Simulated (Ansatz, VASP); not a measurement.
## Two plane-wave programs on Ti

INCAR

```
PREC = Accurate
ENCUT = 520
EDIFF = 1E-7
ISMEAR = -1
SIGMA = 0.05
LREAL = False
LASPH = True
NELM = 100
ALGO = Fast
ISIF = 2
LWAVE = False
LCHARG = False
GGA = RP
NBANDS = 12
```

File KPOINTS:

```
Automatic mesh
0
Gamma
  11 11 11
```

POSCAR

```
Ti
1.0
    0.0000000000      2.0300000000      2.0300000000
    2.0300000000      0.0000000000      2.0300000000
    2.0300000000      2.0300000000      0.0000000000
Ti
1
Direct
    0.0000000000      0.0000000000      0.0000000000
```

The input input.yaml:

```yaml
crystal:
  lattice:
    - [0.0, 2.03, 2.03]
    - [2.03, 0.0, 2.03]
    - [2.03, 2.03, 0.0]
  atoms:
    - { symbol: Ti, position: [0.0, 0.0, 0.0] }
hamiltonian:
  xc: rpbe
  pseudopotentials: { kind: paw }
kpoints:
  mp_grid: { grid: [11, 11, 11] }
  band_path:
    path:
      - [[0.0, 0.0, 0.0], [0.5, 0.0, 0.5], [0.5, 0.25, 0.75], [0.375, 0.375, 0.75], [0.0, 0.0, 0.0], [0.5, 0.5, 0.5], [0.625, 0.25, 0.625], [0.5, 0.25, 0.75], [0.5, 0.5, 0.5], [0.375, 0.375, 0.75]]
      - [[0.625, 0.25, 0.625], [0.5, 0.0, 0.5]]
    npoints: 14
scf:
  occupations: { method: fermi_dirac, width: 0.05 }
  n_extra_bands: 6
output:
  forces: true
  stress: true
  eigenvalues: true
  fatbands: false
  write_density: true
  write_potential: true
  elf: true
  volumetric_format: npy
```

This isn't the form of Ti at room conditions, which is hcp.

Alike in both runs: functional RPBE; k mesh 11 × 11 × 11; occupations fermi-dirac, width 0.05 eV; no spin polarisation.

|  | VASP | Ansatz |
| --- | --- | --- |
| version | VASP 6.6.1 | Ansatz 0.2.0 |
| potentials or method | VASP PAW PBE potentials, release 64 (Ti_sv) | Ansatz PAW |
| plane-wave cutoff (eV) | 520 | 420 |
| valence electrons in the cell | 12 | 12 |
| task | single point | band structure |

VASP gave:

| Property | Result |
| --- | --- |
| gap on the k mesh at the Fermi level (eV) | none |
| pressure (GPa) | 7.1 |

Problem. What did Ansatz give for the same quantities?

Solution. gap on the k mesh at the Fermi level (eV): none; pressure (GPa): 7.6.

A gap of «none» marks a metal or a gap that the smearing closes. The functional is the same, so the differences come from potentials, cutoffs and numerics.

Caveats: the PAW data sets were made with another functional, which shifts forces and pressure a little (VASP); the PAW data sets come from PBE, with cores solved anew for the run's functional, which leaves a small shift of forces and pressure (Ansatz).
